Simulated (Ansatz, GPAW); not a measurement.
# A Ga chain with two Ti atoms in line: relaxation, then transmission at several levels, part 4 of 4

Wanted: T(E) of a Ga chain with two Ti atoms in line at a relaxed geometry in two programs, beside the unrelaxed structure.

GPAW 26.7.0 and Ansatz 0.2.0; Ansatz plane waves; relaxation of the junction with the lead ends held (the session's first sound run).

So far, transmission at the Fermi level (one spin): step 3 (plane-wave reference (PBE)) 0.269; step 5 (single-zeta polarised basis, PBE, GPAW) 0.274; step 6 (GPAW, sz: basis = "sz(dzp)", PBE, GPAW) 0.261; step 7 (RPBE in the dzp basis: xc = "RPBE") 0.272; step 8 (without the relaxation: geometry = "as built", PBE, GPAW) 2.55.

**10. Comparison**

The curves are compared point by point over the common energies.

This step: comparison of transmission and cost over codes, levels and geometry (GPAW 26.7.0).

Ladder, by row:

| step | code | T at the Fermi level (sum over the listed spins) | conductance (G0) | r.m.s. T(E) from the first | wall time (s) | peak memory (GiB) | threads |
| --- | --- | --- | --- | --- | --- | --- | --- |
| pw-pbe | Ansatz | 0.2687 | 0.2668 | 0 | 124.5 | 3.59 | 4 |
| dzp | GPAW | 0.2854 | 0.2827 | 0.1544 | 71.8 | 1.17 | 1 |
| szp | GPAW | 0.274 | 0.2707 | 0.2105 | 62.31 | 1.14 | 1 |
| sz | GPAW | 0.2614 | 0.258 | 0.2625 | 42.97 | 1.05 | 1 |
| dzp-RPBE | GPAW | 0.2723 | 0.2699 | 0.1275 | 74.94 | 1.16 | 1 |
| asbuilt | GPAW | 2.554 | 2.541 | 1.19 | 73.61 | 1.16 | 1 |

The transmission, zone mean, sum over the listed spins by energy, zero at the Fermi level:

```csv
energy (eV),pw-pbe,dzp,szp,sz,dzp-RPBE,asbuilt
-2.000,0.0207,0.0271,0.0218,0.0257,0.0291,0.179
-1.800,0.0253,0.0359,0.0183,0.0176,0.0405,0.200
-1.600,0.0249,0.0449,8.6e-9,2.1e-8,0.0640,0.189
-1.475,0,3.5e-7,1.1e-7,0.994,0.104,3.3e-6
-1.400,0.369,0.308,0.878,0.860,0.109,0.684
-1.200,0.303,0.769,0.996,0.494,0.421,0.508
-1.150,0.412,0.990,0.0455,0.0111,0.934,0.522
-1.050,0.882,0.0322,0.0161,0.00209,0.0917,0.565
-1.000,0.429,3.8e-5,7.4e-4,0.0169,0.00353,0.592
-0.800,0.0649,0.173,0.198,0.203,0.170,0.738
-0.600,0.752,0.861,0.818,0.778,0.880,0.946
-0.525,0.991,0.998,0.984,0.961,0.997,0.999
-0.500,1.000,0.991,0.997,0.985,0.985,0.987
-0.450,0.971,0.959,0.991,0.998,0.952,0.845
-0.400,0.975,0.971,0.990,0.997,0.972,0.459
-0.375,0.997,0.994,0.997,0.987,0.996,0.233
-0.200,0.185,0.196,0.158,0.153,0.189,1.75
0.000,0.269,0.285,0.274,0.261,0.272,2.55
0.150,0.280,0.270,0.251,0.236,0.257,2.69
0.200,0.238,0.250,0.278,0.241,0.274,2.69
0.400,0.190,0.182,0.170,0.151,0.174,2.54
0.600,0.169,0.173,0.178,0.161,0.167,2.16
0.800,0.221,0.256,0.280,0.264,0.254,1.75
1.000,0.367,0.449,0.488,0.470,0.456,1.43
1.200,0.618,0.744,0.787,0.778,0.765,1.21
1.400,0.903,1.02,1.06,1.10,1.05,1.10
1.600,1.08,1.17,1.23,1.31,1.18,0.518
1.800,1.15,1.25,1.34,1.47,1.24,0.674
2.000,1.21,1.39,1.51,1.68,1.36,0.631
```

**11. Potential alignment off, mixing 0.15, mixing history 3**

Without the shift, lead and junction are matched by their Fermi levels alone. Mixing changes the road to self-consistency, not its end. The mixing history changes the road to self-consistency, not its end.

This step: GPAW LCAO, PAW setups; Landauer transmission from Green's functions with principal layers (ASE), zero bias (GPAW 26.7.0).

run.py reads:

```python
import json
import numpy as np
from ase import Atoms
from ase.transport.calculators import TransportCalculator
from gpaw import GPAW, FermiDirac
from gpaw.lcao.tools import get_lcao_hamiltonian
from scipy.linalg import eigh

# The junction with lead layers at both ends, along the third cell vector
device = Atoms(
    ['Ga', 'Ga', 'Ga', 'Ga', 'Ga', 'Ga', 'Ti', 'Ti', 'Ga', 'Ga', 'Ga', 'Ga', 'Ga', 'Ga'],
    positions=[
        [4.50000, 4.50000, 1.27500],
        [4.50000, 4.50000, 3.82500],
        [4.50000, 4.50000, 6.37500],
        [4.50000, 4.50000, 8.92500],
        [5.41853, 4.23065, 11.29878],
        [4.60941, 4.37365, 13.77182],
        [4.61775, 4.29506, 16.63524],
        [4.52315, 4.26636, 18.51538],
        [4.48530, 4.33675, 21.37900],
        [3.89075, 3.76597, 23.85085],
        [4.50000, 4.50000, 26.22640],
        [4.50000, 4.50000, 28.77640],
        [4.50000, 4.50000, 31.32640],
        [4.50000, 4.50000, 33.87640]],
    cell=[[9.0, 0.0, 0.0], [0.0, 9.0, 0.0], [0.0, 0.0, 35.1514]],
    pbc=True)

# One principal layer of the lead: the first 3 atoms of the device
lead = Atoms(
    ['Ga', 'Ga', 'Ga'],
    positions=[
        [4.50000, 4.50000, 1.27500],
        [4.50000, 4.50000, 3.82500],
        [4.50000, 4.50000, 6.37500]],
    cell=[[9.0, 0.0, 0.0], [0.0, 9.0, 0.0], [0.0, 0.0, 7.65]],
    pbc=True)

settings = dict(mode='lcao', basis='dzp', xc='PBE', h=0.2,
                occupations=FermiDirac(0.1), maxiter=250,
                mixer=dict(beta=0.15, nmaxold=3, weight=100.0),
                convergence=dict(density=0.0001))
energies = np.arange(-2, 2 + 1e-9, 0.025)
eta = 0.0001
n1, n2 = 1, 1
# k and -k transmit alike, so half of the mesh across the current serves
mesh = [(i, j) for i in range(n1) for j in range(n2) if (i, j) <= (-i % n1, -j % n2)]
weights = np.array([1 if (i, j) == (-i % n1, -j % n2) else 2 for i, j in mesh]) / (n1 * n2)

# [... helper functions left out ...]
fermi_lead = ground_state(lead, (1, 1, 15), 'lead.txt')
fermi_device = ground_state(device, (1, 1, 2), 'device.txt')
# [... loop over the mesh left out, but for ...]
        # Lead and device are aligned by their Fermi levels alone
        shift = 0.0
# [...]
kT = 8.617333e-5 * 300
bias = [0.1, 0.2, 0.5, 1.0, 1.5, 2.0]
# [... integrals and printing left out ...]
```

The run is started by

```console
$ OMP_NUM_THREADS=1 OPENBLAS_NUM_THREADS=1 python run.py
```

Output:

```text
basis functions: device 214, principal layer 39
Fermi level: lead -2.8498 eV, device -2.6640 eV; lead shifted by 0.0000 eV
largest coupling past the next layer 6.03e-05 eV, largest misfit of the first layer 0.065 eV
  E-E_F (eV)   T (one spin)  [channel counts left out]
    -2.000    2.7195e-02
    -1.975    2.8096e-02
    -1.950    2.9050e-02
    -1.925    3.0057e-02
    -1.900    3.1122e-02
    -1.875    3.2246e-02
    -1.850    3.3429e-02
    -1.825    3.4671e-02
    -1.800    3.5970e-02
    -1.775    3.7318e-02
    -1.750    3.8702e-02
    -1.725    4.0099e-02
    -1.700    4.1472e-02
    -1.675    4.2754e-02
    -1.650    4.3834e-02
    -1.625    4.4518e-02
[...]
1.825    1.2667e+00
     1.850    1.2775e+00
     1.875    1.2716e+00
     1.900    1.3182e+00
     1.925    1.3299e+00
     1.950    1.3464e+00
     1.975    1.3649e+00
     2.000    1.3853e+00
conductance at 300 K: 0.28151 G0 a cell; thermopower -2.522 uV/K
current from the zero-bias T(E) at 0.1 V: 2.1726 uA
current from the zero-bias T(E) at 0.2 V: 4.2939 uA
current from the zero-bias T(E) at 0.5 V: 9.8701 uA
current from the zero-bias T(E) at 1.0 V: 28.241 uA
current from the zero-bias T(E) at 1.5 V: 45.49 uA
current from the zero-bias T(E) at 2.0 V: 53.836 uA
```

Run time: 3.5 min. Hardware: 1 thread of Arm Neoverse V2, shared host; peak memory 1 GiB.

Numbers from this step:

* conductance: 0.2815 G₀
* thermopower: -2.522 μV/K
* largest misfit of the first principal layer: 0.06504 eV
* shift that aligns the lead: 0 eV
* transmission at the Fermi level (one spin): 0.2845

One spin. The transmission, zone mean by energy, zero at the Fermi level:

```csv
energy (eV),"transmission, zone mean"
-2.000,0.0272
-1.900,0.0311
-1.800,0.0360
-1.700,0.0415
-1.600,0.0445
-1.500,0.00123
-1.425,0.395
-1.400,0.286
-1.300,0.338
-1.200,0.769
-1.150,0.989
-1.100,0.164
-1.000,3.8e-5
-0.900,0.0467
-0.800,0.173
-0.700,0.444
-0.600,0.863
-0.525,0.998
-0.500,0.990
-0.400,0.971
-0.300,0.413
-0.200,0.193
-0.100,0.262
0.000,0.285
0.025,0.286
0.100,0.281
0.200,0.254
0.300,0.211
0.400,0.181
0.500,0.166
0.600,0.172
0.700,0.201
0.800,0.256
0.900,0.338
1.000,0.450
1.100,0.590
1.200,0.745
1.300,0.897
1.400,1.02
1.500,1.11
1.600,1.17
1.700,1.21
1.800,1.26
1.900,1.32
2.000,1.39
```

Not self-consistent under bias; the bias window is split evenly. Table of current through one cell, from the zero-bias transmission by bias:

| bias (V) | current through one cell, from the zero-bias transmission (μA) |
| --- | --- |
| 0.100 | 2.17 |
| 0.200 | 4.29 |
| 0.500 | 9.87 |
| 1.000 | 28.2 |
| 1.500 | 45.5 |
| 2.000 | 53.8 |

Table of transmission of the three most open eigenchannels by energy, zero at the Fermi level:

| energy (eV) | channel 1 | channel 2 | channel 3 |
| --- | --- | --- | --- |
| -2.000 | 0.0272 | 0 | 0 |
| -1.800 | 0.0360 | 0 | 0 |
| -1.600 | 0.0445 | 0 | 0 |
| -1.400 | 0.286 | 0 | 0 |
| -1.200 | 0.769 | 0 | 0 |
| -1.000 | 3.8e-5 | 0 | 0 |
| -0.800 | 0.173 | 0 | 0 |
| -0.600 | 0.863 | 0 | 0 |
| -0.400 | 0.971 | 0 | 0 |
| -0.200 | 0.183 | 0.00826 | 0.00189 |
| 0.000 | 0.254 | 0.0252 | 0.00573 |
| 0.200 | 0.221 | 0.0277 | 0.00456 |
| 0.400 | 0.154 | 0.0147 | 0.0119 |
| 0.600 | 0.164 | 0.00446 | 0.00347 |
| 0.800 | 0.256 | 1.2e-5 | 1.1e-6 |
| 1.000 | 0.442 | 0.00488 | 0.00385 |
| 1.200 | 0.709 | 0.0188 | 0.0171 |
| 1.400 | 0.935 | 0.0445 | 0.0441 |
| 1.600 | 0.999 | 0.0898 | 0.0845 |
| 1.800 | 0.963 | 0.156 | 0.137 |
| 2.000 | 0.938 | 0.246 | 0.201 |

The conductance, 0.282 G₀, lies 0.4 % below that of the dzp run.

**12. Summary of results**

```yaml
conductance: 0.283 G₀
transmission_at_the_fermi_level_mean_of_the_spins: 0.285
thermopower: about 0 (under 1.5 μV/K)
```

In the dzp basis the junction conducts 0.283 G₀ at 300 K, with T = 0.285 a spin at the Fermi level; the sz basis reaches that conductance within 10 %. Relaxation moved atoms by up to 0.97 Å and took the conductance from 2.54 to 0.283 G₀, as a ratio a larger change than the step from dzp to the minimal basis. Plane waves (PBE) give T = 0.269 there. At the Fermi level the three most open eigenchannels pass 0.25, 0.026 and 0.0057. Measured against the first run (pw-pbe), the nearest curve is that of dzp-RPBE (r.m.s. 0.13) and the farthest that of asbuilt (1.2). Over the compared runs wall time goes from 43 s (sz) to 125 s (pw-pbe), on a shared host; the plane-wave run used 4 threads and the orbital runs 1. The leads kept an estimated spacing and the cell its length, so the junction may be under some tension or compression. The run had no spin polarisation, so a magnetic state, which chains and small molecules with open shells often have, wasn't tested. An evenly spaced straight chain is an idealisation: free chains tend to dimerise, zigzag or, where a band edge lies near the Fermi level, turn magnetic. The currents use the zero-bias T(E) throughout, which holds only while the bias is small against the distance to the nearest feature.

[Logs are printed without paths, hosts, clocks, repeated set-up lines and the standing remarks that a program may print on its own settings, such as how far it seeks lower states.]

[Hosts, paths, dates, database ids (printed as entryN), source tags and the programs' standing remarks are cut or masked in the printed files.]
